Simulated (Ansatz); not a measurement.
A crystal relaxed with r2SCAN in Ansatz 0.2.0 has space group Fm-3m (No. 225) and a = 4.573 Å.

| atom | site | x | y | z |
| --- | --- | --- | --- | --- |
| O | 4a | 0.0000 | 0.0000 | 0.0000 |
| Xx | 8c | 0.2500 | 0.7500 | 0.7500 |

The r2SCAN gap is indirect, 5.77 eV (Γ to X), below the direct gap of 6.20 eV at Γ. With HSE06 the valence top lies at Γ and the conduction bottom at X, 6.65 eV higher; the smallest vertical gap, at Γ, is 7.16 eV. With PBE the valence top lies at Γ and the conduction bottom at X, 5.05 eV higher; the smallest vertical gap, at Γ, is 5.49 eV. Meshes: r2SCAN 10×10×10, HSE06 6×6×6, PBE 10×10×10. r2SCAN's ε∞ is 2.7 in all directions.

Q: Which element is Xx?
A. K
B. Li
C. Cs
D. Ag

A: B. Xx is Li: Li2O built on the antifluorite prototype. O has 8 Li at 1.98 Å; Li has 4 O at 1.98 Å.

No spin polarisation and no zero-point or thermal motion.

The meshes of the hybrids are coarse, so their gaps aren't converged to the digits shown.
